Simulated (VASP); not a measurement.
# Cu (Fm-3m) in VASP: a series of runs

Aim: see how the results for Cu move with the level of theory and the settings. Levels: PBE, PBEsol. Tasks: single point.

Everything below comes from runs of VASP 6.6.1. Logs are shortened: lines on timing, memory, paths and dates and some standing lists are left out, and cuts for length are marked.

## Step 1: The structure

Symmetry: Fm-3m, No. 225, cubic system. The conventional cell has a = 3.634 Å, b = 3.634 Å, c = 3.634 Å, α = 90.00°, β = 90.00°, γ = 90.00°. Around Cu (site symmetry m-3m) lie 12 Cu at 2.57 Å.

## Step 2: Single point, PBE

The input, INCAR:

```
SYSTEM = Cu
PREC = Accurate
ENCUT = 300
EDIFF = 1E-6
ISMEAR = 1
SIGMA = 0.1
LREAL = .False.
LASPH = .True.
NELM = 120
ALGO = Normal
ISIF = 2
LWAVE = .False.
LCHARG = .False.
GGA = PE
KPAR = 4
```

The input, KPOINTS:

```
Automatic mesh
0
Gamma
  21 21 21
  0 0 0
```

The input, POSCAR:

```
Cu                                      
1.0
   -0.0000000000      1.8170093628      1.8170093628
    1.8170093628      0.0000000000      1.8170093628
    1.8170093628      1.8170093628     -0.0000000000
  Cu            
     1
Direct
     0.0000000000000000    0.0000000000000000    0.0000000000000000
```

Potentials or basis: VASP PAW PBE potentials, release 64 (Cu).

Started as:

```console
cat potpaw_PBE.64/Cu/POTCAR > POTCAR
mpirun -np 4 vasp_std > vasp.out
```

OUTCAR:

```text
SYSTEM = Cu
   PREC = Accurate
   ENCUT = 300
   EDIFF = 1E-6
   ISMEAR = 1
   LREAL = .False.
   LASPH = .True.
   NELM = 120
   ISIF = 2
   GGA = PE

 ion  position               nearest neighbor table
   1  0.000  0.000  0.000-

  LATTYP: Found a face centered cubic cell.
 ALAT       =     3.6340187256

  Lattice vectors:

 A1 = (   0.0000000000,   1.8170093628,   1.8170093628)
 A2 = (   1.8170093628,   0.0000000000,   1.8170093628)
 A3 = (   1.8170093628,   1.8170093628,   0.0000000000)

Analysis of symmetry for initial positions (statically):
=====================================================================
 Subroutine PRICEL returns:
 Original cell was already a primitive cell.

 Routine SETGRP: Setting up the symmetry group for a
 face centered cubic supercell.

 Subroutine GETGRP returns: Found 48 space group operations
 (whereof 48 operations were pure point group operations)
 out of a pool of 48 trial point group operations.

The static configuration has the point symmetry O_h .

Analysis of symmetry for dynamics (positions and initial velocities):
=====================================================================
 Subroutine PRICEL returns:
 Original cell was already a primitive cell.

 Routine SETGRP: Setting up the symmetry group for a
 face centered cubic supercell.

 Subroutine GETGRP returns: Found 48 space group operations
 (whereof 48 operations were pure point group operations)
 out of a pool of 48 trial point group operations.

The dynamic configuration has the point symmetry O_h .

 Subroutine INISYM returns: Found 48 space group operations
 (whereof 48 operations are pure point group operations),
 and found     1 'primitive' translations

----------------------------------------------------------------------------------------

                                     Primitive cell

  volume of cell :      11.9978

  direct lattice vectors                    reciprocal lattice vectors
     0.000000000  1.817009363  1.817009363    -0.275177448  0.275177448  0.275177448
     1.817009363  0.000000000  1.817009363     0.275177448 -0.275177448  0.275177448
     1.817009363  1.817009363  0.000000000     0.275177448  0.275177448 -0.275177448

  length of vectors
     2.569639284  2.569639284  2.569639284     0.476621322  0.476621322  0.476621322

  position of ions in fractional coordinates (direct lattice)
     0.000000000  0.000000000  0.000000000

  ion indices of the primitive-cell ions
   primitive index   ion index
                 1           1

----------------------------------------------------------------------------------------

 KPOINTS: Automatic mesh

Automatic generation of k-mesh.
 Grid dimensions read from file:
 generate k-points for:   21   21   21

 Generating k-lattice:

  Cartesian coordinates                     Fractional coordinates (reciprocal lattice)
    -0.013103688  0.013103688  0.013103688     0.047619048  0.000000000  0.000000000
     0.013103688 -0.013103688  0.013103688     0.000000000  0.047619048  0.000000000
     0.013103688  0.013103688 -0.013103688     0.000000000  0.000000000  0.047619048

  Length of vectors
     0.022696253  0.022696253  0.022696253

  Shift w.r.t. Gamma in fractional coordinates (k-lattice)
     0.000000000  0.000000000  0.000000000

 Subroutine IBZKPT returns following result:
 ===========================================

 Found    286 irreducible k-points:

 Following reciprocal coordinates:
            Coordinates               Weight
  0.000000  0.000000  0.000000      1.000000
  0.047619  0.000000  0.000000      8.000000
  0.095238  0.000000  0.000000      8.000000
  0.142857  0.000000  0.000000      8.000000
  0.190476  0.000000  0.000000      8.000000
  0.238095  0.000000  0.000000      8.000000
[... 16 lines left out ...]
 -0.428571  0.047619  0.000000     24.000000
 -0.380952  0.047619  0.000000     24.000000
 [... further k-points ...]
   k-points           NKPTS =    286   k-points in BZ     NKDIM =    286   number of bands    NBANDS=      9
   number of dos      NEDOS =    301   number of ions     NIONS =      1
   total plane-waves  NPLWV =   4096
   dimension x,y,z NGX =    16 NGY =   16 NGZ =   16
   dimension x,y,z NGXF=    32 NGYF=   32 NGZF=   32
   ions per type =               1
   NGX,Y,Z   is equivalent  to a cutoff of  10.35, 10.35, 10.35 a.u.
   NGXF,Y,Z  is equivalent  to a cutoff of  20.70, 20.70, 20.70 a.u.
 SYSTEM =  Cu
   PREC   = accura    normal or accurate (medium, high low for compatibility)
   ISTART =      0    job   : 0-new  1-cont  2-samecut
   ICHARG =      2    charge: 1-file 2-atom 10-const
   ISPIN  =      1    spin polarized calculation?
   LNONCOLLINEAR =      F non collinear calculations
   LSORBIT =      F    spin-orbit coupling
   LASPH  =      T    aspherical Exc in radial PAW
   ENCUT  =  300.0 eV  22.05 Ry    4.70 a.u.   3.63  3.63  3.63*2*pi/ulx,y,z
   NELM   =    120;   NELMIN=  2; NELMDL= -5     # of ELM steps
   EDIFF  = 0.1E-05   stopping-criterion for ELM
   LREAL  =      F    real-space projection
   EDIFFG = 0.1E-04   stopping-criterion for IOM
   NSW    =      0    number of steps for IOM
   IBRION =     -1    ionic relax: 0-MD 1-quasi-New 2-CG
   NFREE  =      0    steps in history (QN), initial steepest desc. (CG)
   ISIF   =      2    stress and relaxation
   ISYM   =      2    0-nonsym 1-usesym 2-fastsym
   POTIM  = 0.5000    time-step for ionic-motion
   TEBEG  =    0.0;   TEEND  =   0.0 temperature during run
   PSTRESS=    0.0 pullay stress
   NELECT =      11.0000    total number of electrons
   NUPDOWN=      -1.0000    fix difference up-down
   EMIN   =  10.00;   EMAX   =-10.00  energy-range for DOS
   EFERMI =   0.00;   METHOD = LEGACY
   ISMEAR =     1;   SIGMA  =   0.10  broadening in eV -4-tet -1-fermi 0-gaus
   EFERMI_NEDOS =   21; number of points for ismear=-14 and -15
   IALGO  =     38    algorithm
   IMIX   =      4    mixing-type and parameters
     AMIX     =   0.40;   BMIX     =  1.00
     AMIX_MAG =   1.60;   BMIX_MAG =  1.00
  volume/ion in A,a.u.               =      12.00        80.97
  Fermi-wavevector in a.u.,A,eV,Ry     =   1.590396  3.005412 34.414017  2.529359
  Thomas-Fermi vector in A             =   2.689097
   LORBIT       =      0    0 simple, 1 ext, 2 COOP (PROOUT), +10 PAW based schemes
   GGA     = PE    functional components
   LHFCALC =     F    Hartree Fock is set to
   AEXX    =    0.0000 exact exchange contribution
   IVDW    =     0    specifies the selected vdW correction
   LEPSILON=     F    determine dielectric tensor
   LRPA    =     F    only Hartree local field effects (RPA)
 non-spin polarized calculation
 Methfessel and Paxton  Order N= 1 SIGMA  =   0.10
  energy-cutoff  :      300.00
  volume of cell :       12.00
 maximum number of plane-waves:       150
   NGX =  7   NGY =  7   NGZ =  7

 number of electron      11.0000016 magnetization

 Free energy of the ion-electron system (eV)
  ---------------------------------------------------
  ext. energy  EPLUGINS =         0.00000000
  ---------------------------------------------------
  free energy    TOTEN  =        -3.72627320 eV

  energy without entropy =       -3.72599777  energy(sigma->0) =       -3.72618139

 E-fermi :   7.4300     XC(G=0): -12.6345

 val. band max:        7.4253947407   @ k =  -0.4762   0.0952   0.0000
 cond. band min:       7.4321656891   @ k =  -0.3333   0.1905   0.0476
 fundamental gap:      0.0067709484
 Fermi energy:         7.4299641593

 k-point     1 :       0.0000    0.0000    0.0000
  band No.  band energies     occupation
      1      -1.8416      2.00000
      2       4.4097      2.00000
      3       4.4097      2.00000
      4       4.4097      2.00000
      5       5.2129      2.00000
      6       5.2129      2.00000
      7      29.8683      0.00000
      8      32.3826      0.00000
      9      32.3826      0.00000

 k-point     2 :       0.0476    0.0000    0.0000
  band No.  band energies     occupation
      1      -1.7598      2.00000
      2       4.3916      2.00000
      3       4.4252      2.00000
      4       4.4252      2.00000
      5       5.2070      2.00000
      6       5.2070      2.00000
      7      29.4126      0.00000
      8      31.2383      0.00000
      9      32.1014      0.00000

 k-point     3 :       0.0952    0.0000    0.0000
  band No.  band energies     occupation
      1      -1.5163      2.00000
      2       4.3428      2.00000
      3       4.4667      2.00000
      4       4.4667      2.00000
      5       5.1893      2.00000
      6       5.1893      2.00000
      7      27.5291      0.00000
      8      30.5984      0.00000
      9      31.5430      0.00000

 k-point     4 :       0.1429    0.0000    0.0000
  band No.  band energies     occupation
      1      -1.1176      2.00000
      2       4.2756      2.00000
      3       4.5188      2.00000
      4       4.5188      2.00000
      5       5.1794      2.00000
      6       5.1794      2.00000
      7      25.1036      0.00000
      8      30.3758      0.00000
      9      30.9733      0.00000
[... 205 lines left out ...]
 k-point    22 :      -0.4762    0.0476    0.0000
  band No.  band energies     occupation
      1       2.4473      2.00000
      2       4.3485      2.00000
      3       4.4000      2.00000
      4       5.4755      2.00000
      5       5.7553      2.00000
      6       6.7898      2.00000
      7      11.1023      0.00000
      8      27.5107      0.00000
      9      28.7125      0.00000

 k-point    23 :      -0.4286    0.0476    0.0000
  band No.  band energies     occupation
      1       2.3794      2.00000
      2       4.3664      2.00000
      3       4.4108      2.00000
      4       5.3536      2.00000
      5       5.6975      2.00000
      6       6.3754      2.00000
      7      11.9011      0.00000
      8      27.2699      0.00000
      9      28.8420      0.00000

 k-point    24 :      -0.3810    0.0476    0.0000
  band No.  band energies     occupation
      1       2.1747      2.00000
      2       4.4040      2.00000
      3       4.4418      2.00000
      4       4.9415      2.00000
      5       5.5995      2.00000
      6       5.9357      2.00000
      7      13.4206      0.00000
      8      27.1359      0.00000
      9      29.1375      0.00000

 [... further k-points ...]

------------------------ aborting loop because EDIFF is reached ----------------------------------------

  FORCE on cell =-STRESS in cart. coord.  units (eV):
  Direction    XX          YY          ZZ          XY          YZ          ZX
  --------------------------------------------------------------------------------------
  -------------------------------------------------------------------------------------
  Total       -0.2094531     -0.2094531     -0.2094531      0.0000000     -0.0000000      0.0000000
  in kB      -27.9702178    -27.9702178    -27.9702178      0.0000000     -0.0000000      0.0000000
  external PRESSURE =     -27.9702178 kB  Pullay stress =       0.0000000 kB

 VOLUME and BASIS-vectors are now :
 -----------------------------------------------------------------------------
  energy-cutoff  :      300.00
  volume of cell :       12.00
      direct lattice vectors                 reciprocal lattice vectors
     0.000000000  1.817009363  1.817009363    -0.275177448  0.275177448  0.275177448
     1.817009363  0.000000000  1.817009363     0.275177448 -0.275177448  0.275177448
     1.817009363  1.817009363  0.000000000     0.275177448  0.275177448 -0.275177448

 POSITION                                       TOTAL-FORCE (eV/Angst)
 -----------------------------------------------------------------------------------
      0.00000      0.00000      0.00000         0.000000      0.000000      0.000000
 -----------------------------------------------------------------------------------
    total drift:                                0.000000      0.000000     -0.000000

  FREE ENERGIE OF THE ION-ELECTRON SYSTEM (eV)
  ---------------------------------------------------
  free  energy   TOTEN  =        -3.7262732001 eV

  energy  without entropy=       -3.7259977747  energy(sigma->0) =       -3.72618139
```

Wall time 2.1 s (4 MPI ranks of Intel Xeon 6975P-C (Granite Rapids), shared host); peak memory 0.11 GiB.

What came out:

- Free energy: -3.7263 eV
- Band gap on the k mesh: none (metal or under the smearing width)

Caveat: the cutoff is under 1.25 times the usual one of these potentials, so pressure, stress and relaxed cells hold a basis-set (Pulay) error.

## Step 3: Single point, PBE

INCAR: that of step 2 with these lines changed.

```diff
@@ -2,3 +2,3 @@
 PREC = Accurate
-ENCUT = 300
+ENCUT = 600
 EDIFF = 1E-6
```

KPOINTS is that of step 2.

POSCAR is that of step 2.

Potentials or basis: VASP PAW PBE potentials, release 64 (Cu).

Started as:

```console
cat potpaw_PBE.64/Cu/POTCAR > POTCAR
mpirun -np 4 vasp_std > vasp.out
```

Run time: 4.7 s. Hardware: 4 MPI ranks of Intel Xeon 6975P-C (Granite Rapids), shared host; peak memory 0.15 GiB.

Results (log left out):

| Quantity | Value |
| --- | --- |
| Free energy | -3.7259 eV |
| Pressure | 0.0 GPa |
| Band gap on the k mesh | none (metal or under the smearing width) |

Levels at points of the mesh, in eV from the Fermi level:
```tsv
k point	band 3	band 4	band 5	band 6	band 7	band 8	band 9
(0.00, 0.00, 0.00)	-3.02	-3.02	-2.22	-2.22	22.43	24.95	24.95
```

## Step 4: Single point, PBEsol

INCAR: that of step 3 with these lines changed.

```diff
@@ -2,3 +2,3 @@
 PREC = Accurate
-ENCUT = 600
+ENCUT = 300
 EDIFF = 1E-6
@@ -13,3 +13,3 @@
 LCHARG = .False.
-GGA = PE
+GGA = PS
 KPAR = 4
```

KPOINTS is that of step 3.

POSCAR is that of step 3.

Started as:

```console
cat potpaw_PBE.64/Cu/POTCAR > POTCAR
mpirun -np 4 vasp_std > vasp.out
```

Run time: 2.3 s. Hardware: 4 MPI ranks of Intel Xeon 6975P-C (Granite Rapids), shared host; peak memory 0.11 GiB.

Results (log left out):

```
Free energy            : -4.2904 eV
Band gap on the k mesh : none (metal or under the smearing width)
```

Levels at points of the mesh, in eV from the Fermi level:
| k point | band 3 | band 4 | band 5 | band 6 | band 7 | band 8 | band 9 |
| --- | --- | --- | --- | --- | --- | --- | --- |
| (0.00, 0.00, 0.00) | -3.01 | -3.01 | -2.20 | -2.20 | 22.44 | 24.92 | 24.92 |

Caveat: the cutoff is under 1.25 times the usual one of these potentials, so pressure, stress and relaxed cells hold a basis-set (Pulay) error; the PAW data sets were made with another functional, which shifts forces and pressure a little.

## Step 5: Single point, PBEsol

INCAR: that of step 4 with these lines changed.

```diff
@@ -2,3 +2,3 @@
 PREC = Accurate
-ENCUT = 300
+ENCUT = 600
 EDIFF = 1E-6
```

KPOINTS is that of step 4.

POSCAR is that of step 4.

Started as:

```console
cat potpaw_PBE.64/Cu/POTCAR > POTCAR
mpirun -np 4 vasp_std > vasp.out
```

Run time: 4.9 s. Hardware: 4 MPI ranks of Intel Xeon 6975P-C (Granite Rapids), shared host; peak memory 0.16 GiB.

The run converged. Its results:

```yaml
Free_energy: -4.2907 eV
Pressure: -7.9 GPa
Band_gap_on_the_k_mesh: none (metal or under the smearing width)
```

Levels at points of the mesh, in eV from the Fermi level:
```
           k point  band 4  band 5  band 6  band 7  band 8  band 9
(0.00, 0.00, 0.00)   -3.01   -2.20   -2.20   22.43   24.92   24.92
```

Caveat: the PAW data sets were made with another functional, which shifts forces and pressure a little.

## Step 6: Overview

| level | cutoff (eV) | gap on the mesh (eV) | pressure (GPa) |
| --- | --- | --- | --- |
| PBE | 300 | none | - |
| PBE | 600 | none | 0.0 |
| PBEsol | 300 | none | - |
| PBEsol | 600 | none | -7.9 |

Alike in all rows: task single point; potentials or basis VASP PAW PBE potentials, release 64 (Cu); no spin polarisation; cell as given; k mesh 21 × 21 × 21; smearing methfessel-paxton 0.1 eV.

Every run on the cell as given and a fine mesh finds a metal.

Caveats: the cutoff is under 1.25 times the usual one of these potentials, so pressure, stress and relaxed cells hold a basis-set (Pulay) error (some runs); the PAW data sets were made with another functional, which shifts forces and pressure a little (some runs).

Total energies depend on the potentials used, so only differences within one code and one set of settings carry meaning.
